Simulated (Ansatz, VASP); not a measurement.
## One calculation of Ti, two programs

INCAR

```
SYSTEM = Ti
PREC     = Accurate       ! precision mode
ENCUT    = 520            ! plane-wave cutoff, eV
EDIFF    = 1E-6           ! SCF threshold, eV
ISMEAR   = -1             ! smearing method
SIGMA    = 0.05           ! smearing width, eV
LREAL    = .FALSE.        ! projectors in reciprocal space
LASPH    = .TRUE.         ! aspherical terms in the spheres
NELM     = 60             ! most SCF steps
ALGO     = Normal         ! electronic algorithm
ISIF     = 2              ! what is computed and relaxed
LWAVE    = .FALSE.        ! write WAVECAR
LCHARG   = .TRUE.         ! write CHGCAR
GGA      = PE             ! functional
LELF     = .TRUE.         ! ELF
LVHAR    = .TRUE.       
NBANDS   = 12             ! bands
```

File KPOINTS:

```
regular mesh
0
G
  15 15 15
  0 0 0
```

Contents of POSCAR:

```
Ti
1.0
    0.0609000000      2.0604500000      2.0604500000
    2.0604500000      0.0609000000      2.0604500000
    2.0604500000      2.0604500000      0.0609000000
Ti
1
Direct
    0.0000000000      0.0000000000      0.0000000000
```

Input for Ansatz:

```yaml
crystal:
  lattice:
    - [0.0609, 2.06045, 2.06045]
    - [2.06045, 0.0609, 2.06045]
    - [2.06045, 2.06045, 0.0609]
  atoms:
    - { symbol: Ti, position: [0.0, 0.0, 0.0] }
kpoints:
  mp_grid: { grid: [15, 15, 15] }
scf:
  occupations: { method: fermi_dirac, width: 0.05 }
hamiltonian:
  xc: pbe
  pseudopotentials: { kind: all_electron, lapw: { basis_error: 0.00025 } }
output:
  forces: true
  stress: true
  eigenvalues: true
```

Change from the starting cell: equal xy, yz and zx shear strains of +3 %.

Alike in both runs: task single point; functional PBE; k mesh 15 × 15 × 15; occupations fermi-dirac, width 0.05 eV; no spin polarisation.

|  | VASP | Ansatz |
| --- | --- | --- |
| version | VASP 6.6.1 | Ansatz 0.2.0 |
| potentials or method | VASP PAW PBE potentials, release 64 (Ti_sv) | all-electron LAPW, scalar-relativistic |
| plane-wave cutoff (eV) | 520 | see its input |

VASP gave:

| Property | Result |
| --- | --- |
| pressure (GPa) | 4.2 |
| largest component of the traceless stress (GPa) | 1.84 |

Question: Estimate Ansatz's values.

Answer: Pressure (GPa): 4.5; largest component of the traceless stress (GPa): 1.85.

Ansatz ran all-electron here, so the differences hold the error of VASP's frozen core and of both bases.
